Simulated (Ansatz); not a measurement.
**Ge: course of a relaxation**

These are results of Ansatz 0.2.0, DFT PBEsol, scalar-relativistic, plane waves, PAW, not measurements. Settings: 420 eV cutoff, 18×18×8 k-mesh, Gaussian smearing of 0.10 eV, no spin polarisation.

What was changed: biaxial strain in the a-b plane, c and atoms relaxed: +1.5 %.

Command:

```bash
ansatz run input.yaml --threads 1 --pin off --max-ram 2560MiB --backend cpu --events-out ev --progress --plain --runs-dir out
```

Input:

```yaml
crystal:
  lattice:
    - [4.0569223797, 0.0, 0.0]
    - [-2.0284611899, 3.513397842, 0.0]
    - [0.0, 0.0, 6.5369978586]
  atoms:
    - { symbol: Ge, position: [0.6666666667, 0.3333333333, 0.0629118567] }
    - { symbol: Ge, position: [0.3333333333, 0.6666666667, 0.5629118567] }
    - { symbol: Ge, position: [0.6666666667, 0.3333333333, 0.4370881433] }
    - { symbol: Ge, position: [0.3333333333, 0.6666666667, 0.9370881433] }
basis:
  ecutwfc: 420
kpoints:
  mp_grid: { grid: [18, 18, 8] }
hamiltonian:
  xc: pbesol
scf:
  occupations: { method: gaussian, width: 0.1 }
output:
  forces: true
  stress: true
  eigenvalues: true
relax:
  adjacent_minimum: "off"
  f_tol: 0.008
  max_steps: 40
  cell: { stress_tol: 0.015, fix: [a, b, gamma] }
```

F is the free energy. Steps run on the plane waves of an earlier cell, but the last one, and at times one on the way, on a freshly chosen basis, so a repeated geometry can differ a little in energy. The held parts of the cell keep their stress, so P needn't end at zero.

Steps:

| step | F − F(1) (eV) | largest force component (eV/Å) | V (Å³/atom) | P (GPa) |
| --- | --- | --- | --- | --- |
| 1 | 0.0000 | 0.234 | 23.294 | -1.27 |
| 2 | -0.0056 | 0.017 | 23.361 | -1.48 |
| 3 | -0.0058 | 0.004 | 23.415 | -1.63 |
| 4 | -0.0058 | 0.000 | 23.406 | -1.61 |
| 5 | -0.0058 | 0.000 | 23.406 | -1.61 |

Relaxed structure:

```yaml
crystal:
  lattice:
    - [4.05692, 0.00000, 0.00000]
    - [-2.02846, 3.51340, 0.00000]
    - [0.00000, 0.00000, 6.56847]
  atoms:
    - { symbol: Ge, position: [0.66667, 0.33333, 0.06163] }
    - { symbol: Ge, position: [0.33333, 0.66667, 0.56163] }
    - { symbol: Ge, position: [0.66667, 0.33333, 0.43837] }
    - { symbol: Ge, position: [0.33333, 0.66667, 0.93837] }
```

The structure is hexagonal, space group P6_3/mmc (No. 194). Conventional cell: a = 4.057 Å, b = 4.057 Å, c = 6.568 Å, α = 90.00°, β = 90.00°, γ = 120.00°. Ge (site symmetry 3m) is surrounded by 4 Ge at 2.47 to 2.48 Å.

The run converged. It took 110 s on 1 thread of Intel(R) Xeon(R) Platinum 8488C (Sapphire Rapids), with other jobs on the host, peak memory 0.7 GiB.